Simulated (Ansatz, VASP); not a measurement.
One calculation of MgO, two programs

The input INCAR:

```
SYSTEM = MgO
  PREC = Accurate
  ENCUT = 520
  EDIFF = 1E-7
  ISMEAR = 0
  SIGMA = 0.01
  LREAL = .False.
  LASPH = .True.
  NELM = 100
  ALGO = Fast
  ISIF = 2
  LWAVE = .False.
  LCHARG = .False.
  GGA = PE
  NBANDS = 11
```

Contents of KPOINTS:

```
regular mesh
0
Gamma
  6 6 6
  0 0 0
```

POSCAR

```
MgO
1.0
    2.6233491285      0.0000000000      0.0000000000
    0.0000000000      2.6233491285      0.0000000000
    0.0000000000      0.0000000000      2.6233491285
Mg O
1 1
Direct
    0.0000000000      0.0000000000      0.0000000000
    0.5000000000      0.5000000000      0.5000000000
```

Input for Ansatz:

```yaml
crystal:
  lattice:
    - [2.6233491285, 0.0, 0.0]
    - [0.0, 2.6233491285, 0.0]
    - [0.0, 0.0, 2.6233491285]
  atoms:
    - { symbol: Mg, position: [0.0, 0.0, 0.0] }
    - { symbol: O, position: [0.5, 0.5, 0.5] }
kpoints:
  mp_grid: { grid: [6, 6, 6] }
hamiltonian:
  xc: pbe
scf:
  occupations: { method: fixed }
  n_extra_bands: 4
output:
  forces: true
  stress: true
  eigenvalues: true
```

The cell was built by a generator and needn't be a form met in nature.

Alike in both runs: task single point; functional PBE; k mesh 6 × 6 × 6; no spin polarisation.

|  | VASP | Ansatz |
| --- | --- | --- |
| version | VASP 6.6.1 | Ansatz 0.2.0 |
| potentials or method | VASP PAW PBE potentials, release 64 (Mg, O) | plane waves, PAW |
| plane-wave cutoff (eV) | 520 | 420 |
| occupations | gaussian, width 0.01 eV | fixed |
| valence electrons in the cell | 8 | 16 |

```tsv
	VASP	Ansatz	Ansatz less VASP
gap on the k mesh at the Fermi level (eV)	2.62	2.64	+0.020
pressure (GPa)	5.5	6.2	+0.75
```

The two sets of potentials don't hold the same shells in valence.

A k mesh can miss the band edges. As with any semilocal functional, this PBE gap is likely too small.
